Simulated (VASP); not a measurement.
# In (I4/mmm) in VASP: electric field gradients with PBEsol

Aim: the electric field gradients of In with PBEsol.

All numbers are computed with VASP 6.6.1; they aren't measurements. Logs are shortened: lines on timing, memory, paths and dates and some standing lists are left out, and cuts for length are marked.

**1. The structure**

It takes space group I4/mmm (No. 139, tetragonal). Conventional cell: a = 3.251 Å, b = 3.251 Å, c = 4.947 Å, α = 90.00°, β = 90.00°, γ = 90.00°. Around In (site symmetry 4/mmm) lie 12 In at 3.25 to 3.38 Å.

**2. Electric field gradients, PBEsol**

Contents of INCAR:

```
  PREC = Accurate
  ENCUT = 600
  EDIFF = 1E-7
  ISMEAR = -1
  SIGMA = 0.05
  LREAL = F
  LASPH = T
  NELM = 100
  ALGO = Fast
  ISIF = 2
  LWAVE = F
  LCHARG = F
  GGA = PS
  LEFG = T
```

Contents of KPOINTS:

```
regular mesh
0
Gamma
  14 14 14
```

Contents of POSCAR:

```
In
1.0
   -1.6254700000      1.6254700000      2.4737000000
    1.6254700000     -1.6254700000      2.4737000000
    1.6254700000      1.6254700000     -2.4737000000
In
1
Direct
    0.0000000000      0.0000000000      0.0000000000
```

Potentials or basis: VASP PAW PBE potentials, release 64 (In_d).

On the command line:

```
> cat potpaw_PBE.64/In_d/POTCAR > POTCAR
> mpirun -np 1 vasp_std > vasp.out
```

OUTCAR:

```text
PREC = Accurate
   ENCUT = 600
   EDIFF = 1E-7
   ISMEAR = -1
   LREAL = F
   LASPH = T
   NELM = 100
   ISIF = 2
   GGA = PS

 ion  position               nearest neighbor table
   1  0.000  0.000  0.000-

  LATTYP: Found a body centered tetragonal cell.
 ALAT       =     3.2509400000
 C/A-ratio  =     1.5218367611

  Lattice vectors:

 A1 = (  -1.6254700000,   1.6254700000,   2.4737000000)
 A2 = (   1.6254700000,  -1.6254700000,   2.4737000000)
 A3 = (   1.6254700000,   1.6254700000,  -2.4737000000)

Analysis of symmetry for initial positions (statically):
=====================================================================
 Subroutine PRICEL returns:
 Original cell was already a primitive cell.

 Routine SETGRP: Setting up the symmetry group for a
 body centered tetragonal supercell.

 Subroutine GETGRP returns: Found 16 space group operations
 (whereof 16 operations were pure point group operations)
 out of a pool of 16 trial point group operations.

The static configuration has the point symmetry D_4h.

Analysis of symmetry for dynamics (positions and initial velocities):
=====================================================================
 Subroutine PRICEL returns:
 Original cell was already a primitive cell.

 Routine SETGRP: Setting up the symmetry group for a
 body centered tetragonal supercell.

 Subroutine GETGRP returns: Found 16 space group operations
 (whereof 16 operations were pure point group operations)
 out of a pool of 16 trial point group operations.

The dynamic configuration has the point symmetry D_4h.

 Subroutine INISYM returns: Found 16 space group operations
 (whereof 16 operations are pure point group operations),
 and found     1 'primitive' translations

----------------------------------------------------------------------------------------

                                     Primitive cell

  volume of cell :      26.1436

  direct lattice vectors                    reciprocal lattice vectors
    -1.625470000  1.625470000  2.473700000     0.000000000  0.307603339  0.202126369
     1.625470000 -1.625470000  2.473700000     0.307603339  0.000000000  0.202126369
     1.625470000  1.625470000 -2.473700000     0.307603339  0.307603339  0.000000000

  length of vectors
     3.376906444  3.376906444  3.376906444     0.368069129  0.368069129  0.435016814

  position of ions in fractional coordinates (direct lattice)
     0.000000000  0.000000000  0.000000000

  ion indices of the primitive-cell ions
   primitive index   ion index
                 1           1

----------------------------------------------------------------------------------------

 KPOINTS: regular mesh

Automatic generation of k-mesh.
 Grid dimensions read from file:
 generate k-points for:   14   14   14

 Generating k-lattice:

  Cartesian coordinates                     Fractional coordinates (reciprocal lattice)
     0.000000000  0.021971667  0.014437598     0.071428571  0.000000000 -0.000000000
     0.021971667  0.000000000  0.014437598     0.000000000  0.071428571 -0.000000000
     0.021971667  0.021971667  0.000000000     0.000000000  0.000000000  0.071428571

  Length of vectors
     0.026290652  0.026290652  0.031072630

  Shift w.r.t. Gamma in fractional coordinates (k-lattice)
     0.000000000  0.000000000  0.000000000

 Subroutine IBZKPT returns following result:
 ===========================================

 Found    244 irreducible k-points:

 Following reciprocal coordinates:
            Coordinates               Weight
  0.000000  0.000000  0.000000      1.000000
  0.071429  0.000000  0.000000      8.000000
  0.142857  0.000000 -0.000000      8.000000
  0.214286  0.000000 -0.000000      8.000000
  0.285714  0.000000  0.000000      8.000000
  0.357143  0.000000 -0.000000      8.000000
[... 16 lines left out ...]
  0.214286  0.142857 -0.000000     16.000000
  0.285714  0.142857 -0.000000     16.000000
 [... further k-points ...]
   k-points           NKPTS =    244   k-points in BZ     NKDIM =    244   number of bands    NBANDS=     10
   number of dos      NEDOS =    301   number of ions     NIONS =      1
   total plane-waves  NPLWV =  21952
   dimension x,y,z NGX =    28 NGY =   28 NGZ =   28
   dimension x,y,z NGXF=    56 NGYF=   56 NGZF=   56
   ions per type =               1
   NGX,Y,Z   is equivalent  to a cutoff of  13.78, 13.78, 13.78 a.u.
   NGXF,Y,Z  is equivalent  to a cutoff of  27.57, 27.57, 27.57 a.u.
 SYSTEM =  unknown system
   PREC   = accura    normal or accurate (medium, high low for compatibility)
   ISTART =      0    job   : 0-new  1-cont  2-samecut
   ICHARG =      2    charge: 1-file 2-atom 10-const
   ISPIN  =      1    spin polarized calculation?
   LNONCOLLINEAR =      F non collinear calculations
   LSORBIT =      F    spin-orbit coupling
   LASPH  =      T    aspherical Exc in radial PAW
   ENCUT  =  600.0 eV  44.10 Ry    6.64 a.u.   6.74  6.74  6.74*2*pi/ulx,y,z
   NELM   =    100;   NELMIN=  2; NELMDL= -5     # of ELM steps
   EDIFF  = 0.1E-06   stopping-criterion for ELM
   LREAL  =      F    real-space projection
   EDIFFG = 0.1E-05   stopping-criterion for IOM
   NSW    =      0    number of steps for IOM
   IBRION =     -1    ionic relax: 0-MD 1-quasi-New 2-CG
   NFREE  =      0    steps in history (QN), initial steepest desc. (CG)
   ISIF   =      2    stress and relaxation
   ISYM   =      2    0-nonsym 1-usesym 2-fastsym
   POTIM  = 0.5000    time-step for ionic-motion
   TEBEG  =    0.0;   TEEND  =   0.0 temperature during run
   PSTRESS=    0.0 pullay stress
   NELECT =      13.0000    total number of electrons
   NUPDOWN=      -1.0000    fix difference up-down
   EMIN   =  10.00;   EMAX   =-10.00  energy-range for DOS
   EFERMI =   0.00;   METHOD = LEGACY
   ISMEAR =    -1;   SIGMA  =   0.05  broadening in eV -4-tet -1-fermi 0-gaus
   EFERMI_NEDOS =   21; number of points for ismear=-14 and -15
   IALGO  =     68    algorithm
   IMIX   =      4    mixing-type and parameters
     AMIX     =   0.40;   BMIX     =  1.00
     AMIX_MAG =   1.60;   BMIX_MAG =  1.00
  volume/ion in A,a.u.               =      26.14       176.43
  Fermi-wavevector in a.u.,A,eV,Ry     =   1.296983  2.450943 22.887245  1.682165
  Thomas-Fermi vector in A             =   2.428405
   LORBIT       =      0    0 simple, 1 ext, 2 COOP (PROOUT), +10 PAW based schemes
   GGA     = PS    functional components
   LHFCALC =     F    Hartree Fock is set to
   AEXX    =    0.0000 exact exchange contribution
   IVDW    =     0    specifies the selected vdW correction
   LEPSILON=     F    determine dielectric tensor
   LRPA    =     F    only Hartree local field effects (RPA)
 non-spin polarized calculation
 RMM-DIIS sequential band-by-band and
  energy-cutoff  :      600.00
  volume of cell :       26.14
 maximum number of plane-waves:       901
   NGX = 13   NGY = 13   NGZ = 13

 number of electron      13.0000006 magnetization

 Free energy of the ion-electron system (eV)
  ---------------------------------------------------
  ext. energy  EPLUGINS =         0.00000000
  ---------------------------------------------------
  free energy    TOTEN  =        -2.98684812 eV

  energy without entropy =       -2.98343751  energy(sigma->0) =       -2.98514281

 E-fermi :   7.3907     XC(G=0): -10.4089

 val. band max:        7.3755850612   @ k =  -0.3571   0.4286   0.2857
 cond. band min:       7.3916063624   @ k =   0.2857   0.2143   0.0714
 fundamental gap:      0.0160213012
 Fermi energy:         7.3907369448

 k-point     1 :       0.0000    0.0000    0.0000
  band No.  band energies     occupation
      1      -7.2534      2.00000
      2      -7.1479      2.00000
      3      -7.1479      2.00000
      4      -7.0656      2.00000
      5      -6.9589      2.00000
      6      -2.2074      2.00000
      7      17.8853      0.00000
      8      17.8853      0.00000
      9      18.0536      0.00000
     10      18.9497      0.00000

 k-point     2 :       0.0714    0.0000    0.0000
  band No.  band energies     occupation
      1      -7.2452      2.00000
      2      -7.1484      2.00000
      3      -7.1397      2.00000
      4      -7.0641      2.00000
      5      -6.9622      2.00000
      6      -2.0955      2.00000
      7      16.5350      0.00000
      8      17.7169      0.00000
      9      17.7453      0.00000
     10      18.7763      0.00000
[... 274 lines left out ...]
 k-point    24 :       0.2857    0.1429   -0.0000
  band No.  band energies     occupation
      1      -7.1946      2.00000
      2      -7.1665      2.00000
      3      -7.0997      2.00000
      4      -6.9724      2.00000
      5      -6.9194      2.00000
      6       0.6341      2.00000
      7       8.4466      0.00000
      8      12.6239      0.00000
      9      15.5087      0.00000
     10      18.2887      0.00000

 [... further k-points ...]

------------------------ aborting loop because EDIFF is reached ----------------------------------------

  FORCE on cell =-STRESS in cart. coord.  units (eV):
  Direction    XX          YY          ZZ          XY          YZ          ZX
  --------------------------------------------------------------------------------------
  -------------------------------------------------------------------------------------
  Total       -0.1910457     -0.1910457     -0.1365067      0.0000000     -0.0000000      0.0000000
  in kB      -11.7080032    -11.7080032     -8.3656471      0.0000000     -0.0000000      0.0000000
  external PRESSURE =     -10.5938845 kB  Pullay stress =       0.0000000 kB

 VOLUME and BASIS-vectors are now :
 -----------------------------------------------------------------------------
  energy-cutoff  :      600.00
  volume of cell :       26.14
      direct lattice vectors                 reciprocal lattice vectors
    -1.625470000  1.625470000  2.473700000     0.000000000  0.307603339  0.202126369
     1.625470000 -1.625470000  2.473700000     0.307603339  0.000000000  0.202126369
     1.625470000  1.625470000 -2.473700000     0.307603339  0.307603339  0.000000000

 POSITION                                       TOTAL-FORCE (eV/Angst)
 -----------------------------------------------------------------------------------
      0.00000      0.00000      0.00000         0.000000     -0.000000      0.000000
 -----------------------------------------------------------------------------------
    total drift:                                0.000000     -0.000000     -0.000000

  FREE ENERGIE OF THE ION-ELECTRON SYSTEM (eV)
  ---------------------------------------------------
  free  energy   TOTEN  =        -2.9868481165 eV

  energy  without entropy=       -2.9834375056  energy(sigma->0) =       -2.98514281

 Electric field gradients (V/A^2)
---------------------------------------------------------------------
 ion       V_xx      V_yy      V_zz      V_xy      V_xz      V_yz
---------------------------------------------------------------------
   1     -10.716   -10.716    21.431     0.000     0.001     0.001
---------------------------------------------------------------------

 Electric field gradients after diagonalization (V/A^2)
 (convention: |V_zz| > |V_xx| > |V_yy|)
----------------------------------------------------------------------
 ion       V_xx      V_yy      V_zz     asymmetry (V_yy - V_xx)/ V_zz
----------------------------------------------------------------------
   1     -10.716   -10.716    21.431       0.000
----------------------------------------------------------------------

           NMR quadrupolar parameters

 Cq : quadrupolar parameter    Cq=e*Q*V_zz/h
 eta: asymmetry parameters     (V_yy - V_xx)/ V_zz
 Q  : nuclear electric quadrupole moment in mb (millibarn)
----------------------------------------------------------------------
 ion       Cq(MHz)       eta       Q (mb)
----------------------------------------------------------------------
   1       0.052       0.000       1.000
----------------------------------------------------------------------
```

It took 42 s on 1 thread of Intel Xeon 6975P-C (Granite Rapids), shared host; peak memory 0.21 GiB.

Results:

```yaml
Free_energy: -2.9868 eV
Pressure: -1.1 GPa
Band_gap_on_the_k_mesh: none (metal or under the smearing width)
```

Stress tensor (GPa, compression positive):
```
-1.17  0.00  0.00
 0.00 -1.17  0.00
 0.00  0.00 -0.84
```

Electric field gradients, principal values (V/Å²):
```
atom      Vxx      Vyy     Vzz
1 In  -10.716  -10.716  21.431
```

Caveat: the PAW data sets were made with another functional, which shifts forces and pressure a little.
